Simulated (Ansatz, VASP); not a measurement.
**One calculation of LiCl, two programs**

```
Cl Li
1.0
     0.00000    2.54756    2.54756
     2.54756    0.00000    2.54756
     2.54756    2.54756    0.00000
Cl Li
1 1
Direct
  0.50000 0.50000 0.50000
  0.00000 0.00000 0.00000
```

Alike in both runs: task single point; functional PBE; k mesh 9 × 9 × 9; occupations fermi-dirac, width 0.05 eV; no spin polarisation.

```csv
,VASP,Ansatz
version,VASP 6.6.1,Ansatz 0.2.0
potentials or method,"VASP PAW PBE potentials, release 64 (Cl, Li_sv)",Ansatz PAW soft_1
plane-wave cutoff (eV),520,420
valence electrons in the cell,10,10
```

|  | VASP | Ansatz | Ansatz less VASP |
| --- | --- | --- | --- |
| gap on the k mesh at the Fermi level (eV) | 6.46 | 6.45 | -0.009 |
| least direct gap on the mesh (eV) | 6.46 | 6.45 | -0.009 |

With one functional, cell and mesh, what is left measures potentials, basis and numerics.

Caveats: an odd mesh through Γ misses points on the zone boundary, where band edges often lie (VASP); odd divisions of the mesh miss points on the zone boundary, where band edges often lie, so the gap on the mesh can be too wide (Ansatz).
